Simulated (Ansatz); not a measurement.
**I: equation of state with PBE**

The system is I.

```
I
1.0
     3.63503   -2.39502    0.00000
     3.63503    2.39502    0.00000
     0.00000    0.00000    9.79344
I
4
Cartesian
  3.6350 -0.7152 3.7646
  3.6350 1.6799 1.1321
  3.6350 0.7152 6.0288
  3.6350 -1.6799 8.6613
```

| Property | Result |
| --- | --- |
| Program | Ansatz 0.2.0 |
| Task | equation of state |
| Functional | PBE |
| Potentials or basis | all-electron LAPW, scalar-relativistic |
| Basis error allowed | 0.001 eV/atom |
| k mesh | 7 × 7 × 3 |
| Occupations | fermi-dirac, width 0.05 eV |
| Spin | no spin polarisation |

```yaml
Equilibrium_volume: "45.92 Å³/atom (rough: see the caveat)"
Bulk_modulus_at_fixed_shape_and_positions: 19.9 GPa (rough)
```

Energy against volume, from the lowest point:
| volume (Å³/atom) | energy (meV/atom) |
| --- | --- |
| 40.073 | 59.88 |
| 40.926 | 41.65 |
| 41.778 | 27.22 |
| 42.631 | 16.19 |
| 43.483 | 8.18 |
| 44.336 | 2.88 |
| 45.189 | 0.00 |

All runs of the series together: 3.2 min on 2 threads of Arm Neoverse V2, on a shared host.

Caveat: the minimum lies outside the volumes run; the cell was scaled at fixed shape and fractional positions, which overstates the stiffness of a crystal with free parameters, most of all of layers and chains. Spin-orbit coupling is left out, which matters for the levels of I.
